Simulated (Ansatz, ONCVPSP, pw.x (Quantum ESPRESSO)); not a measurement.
What a changed setting does to a pw.x run (fcc Zr)

Potential: optimised norm-conserving Vanderbilt (ONCV), ONCVPSP 4.0.1.1 (patched build), PBEsol; core [Ar] 3d10, reference 4s2 4p6 4d2; waves: 4s: rc 2.05 bohr, ncon 4, nbas 7, qcut 7.5 1/bohr, 3 projectors, debl 2.4 Ha; 4p: rc 1.65 bohr, ncon 4, nbas 7, qcut 7.5 1/bohr, 2 projectors, debl 0.7 Ha; 4d: rc 2.15 bohr, ncon 4, nbas 9, qcut 6.6 1/bohr, 2 projectors, debl 1.6 Ha; local part: polynomial inside 1.15 bohr (lpopt 5, dvloc0 2 Ha); core correction: Teter function fitted to the true core (icmod 2), fcfact 0.7. In the s channel the program set the typed energies aside and used -2.533, 0.050, 2.450 Ha. In the p channel the program set the typed energies aside and used -1.723, 0.250 Ha.

The reference run (k-mesh 13³, cutoffs 60/240 Ry, Fermi–Dirac 0.01 Ry, mixing_beta 0.4, conv_thr 1e-9, no spin) gives 0.30 GPa at 22.271 Å³/atom, where all-electron LAPW gives 0.28 GPa. This run, with its own iteration cap, changes k-mesh points per axis to 3.

```
&control
  calculation='scf', prefix='x', pseudo_dir='./', outdir='./tmp', tstress=.true., disk_io='none'
/
&system
  ibrav=0, nat=1, ntyp=1, ecutwfc=60, ecutrho=240, nbnd=14,
  occupations='smearing', smearing='fd', degauss=0.01
/
&electrons
  conv_thr=1e-09, mixing_beta=0.4, electron_maxstep=70
/
ATOMIC_SPECIES
Zr 1.0 Zr.UPF
CELL_PARAMETERS angstrom
  0.00000000 2.23307465 2.23307465
  2.23307465 0.00000000 2.23307465
  2.23307465 2.23307465 0.00000000
ATOMIC_POSITIONS crystal
Zr 0.0000 0.0000 0.0000
K_POINTS automatic
3 3 3 0 0 0
```

```bash
pw.x < Zr.scf.in > Zr.scf.out
```

Question: How does the run end?

Answer: It converges in 9 iterations; the free energy moves by +27.3 meV/atom and the pressure by +2.59 GPa.

```
Message from routine setup:
     using ibrav=0 with symmetry is DISCOURAGED, use correct ibrav instead
     lattice parameter (alat)  =       5.9678  a.u.
     unit-cell volume          =     150.2922 (a.u.)^3
     number of electrons       =        12.00
     number of Kohn-Sham states=           14
     kinetic-energy cutoff     =      60.0000  Ry
     charge density cutoff     =     240.0000  Ry
     scf convergence threshold =      1.0E-09
     Exchange-correlation= PBESOL
     number of k points=     4  Fermi-Dirac smearing, width (Ry)=  0.0100
     iteration #  1     ecut=    60.00 Ry     beta= 0.40
     total energy              =    -115.35780541 Ry
     estimated scf accuracy    <       2.65781917 Ry
     iteration #  2     ecut=    60.00 Ry     beta= 0.40
     total energy              =    -115.32618774 Ry
     estimated scf accuracy    <       0.35541510 Ry
     iteration #  3     ecut=    60.00 Ry     beta= 0.40
     total energy              =    -115.40216523 Ry
     estimated scf accuracy    <       0.00490621 Ry
     [... 3 iterations left out ...]
     iteration #  7     ecut=    60.00 Ry     beta= 0.40
     total energy              =    -115.40285166 Ry
     estimated scf accuracy    <       0.00000009 Ry
     iteration #  8     ecut=    60.00 Ry     beta= 0.40
     total energy              =    -115.40285167 Ry
     estimated scf accuracy    <          2.0E-09 Ry
     iteration #  9     ecut=    60.00 Ry     beta= 0.40
     the Fermi energy is    14.7978 ev
!    total energy              =    -115.40285167 Ry
     estimated scf accuracy    <          4.2E-10 Ry
     smearing contrib. (-TS)   =      -0.01013397 Ry
     The total energy is F=E-TS. E is the sum of the following terms:
     one-electron contribution =     -16.26800178 Ry
     hartree contribution      =      13.36333633 Ry
     xc contribution           =     -34.26105441 Ry
     ewald contribution        =     -78.22699784 Ry
     convergence has been achieved in   9 iterations
          total   stress  (Ry/bohr**3)                   (kbar)     P=       28.94
     Message from routine punch:
     Nothing written, as per user request (disk_io='none')
```

The run took about 2 s on one core of a shared host (Neoverse-N1, 64 threads, 124 GiB, load 53).
